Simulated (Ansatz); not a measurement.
## Ligand exchange: Sc(CH3)F2 + CHF3 → ScF3 + C2H4F2

Gas-phase species: Sc(CH3)F2, singlet; CHF3 (trifluoromethane) `FC(F)F`, singlet; ScF3 `[F][Sc]([F])[F]`, singlet; C2H4F2 `CC(F)F`, singlet. The partners trade CH3 for F: Sc–CH3 and C–F bonds give way to Sc–F and C–CH3.

Shapes, held fixed at every level: PBE0-D4/def2-TZVP. Programs: Ansatz 0.2.0. Electronic energies: no zero-point or thermal term.

```
             level                    kind  ΔE (kJ/mol)  less CCSD(T)/def2-TZVPP
 PBE-D4/def2-TZVPP                     GGA       -248.3                     -0.5
PBE0-D4/def2-TZVPP           global hybrid       -245.2                     +2.6
wB97M-V/def2-TZVPP  range-separated hybrid       -247.2                     +0.6
wB97X-V/def2-TZVPP  range-separated hybrid       -251.9                     -4.1
 B2PLYP/def2-TZVPP           double hybrid       -256.1                     -8.3
  CCSD(T)/def2-SVP   coupled cluster or CI       -253.8                     -6.0
CCSD(T)/def2-TZVPP   coupled cluster or CI       -247.8                      0.0
```

The highest level, CCSD(T)/def2-TZVPP, gives ΔE = -247.8 kJ/mol; the levels span -256.1 to -245.2. The column of differences is taken from that level and isn't an error. No measured value is set beside it here. Outer-core shells of Sc are correlated, in sets that cover them unevenly.

The exchange is strongly exothermic at every level, and the choice of method changes its size only slightly. The driving force is the preference of scandium(III) for fluoride over methyl. The electropositive, formally d0 centre binds the small, hard fluoride through a strongly polar bond, with some π donation into empty 3d orbitals, whereas methyl offers a softer σ bond and no lone pair to donate. This gain, together with the new C–C bond, outweighs the loss of a strong C–F bond, even though that bond is reinforced by its geminal fluorines in trifluoromethane.

Both sides are closed-shell and keep the same number of σ bonds, which probably explains the narrow spread. Going from the smaller to the larger basis moves CCSD(T) from -253.8 to -247.8 kJ/mol, a shift comparable to most of the differences between functionals. The near-coincidence of PBE with the reference therefore doesn't establish it as the better functional. The large driving force says nothing about the barrier to C–F activation, which may still be considerable.
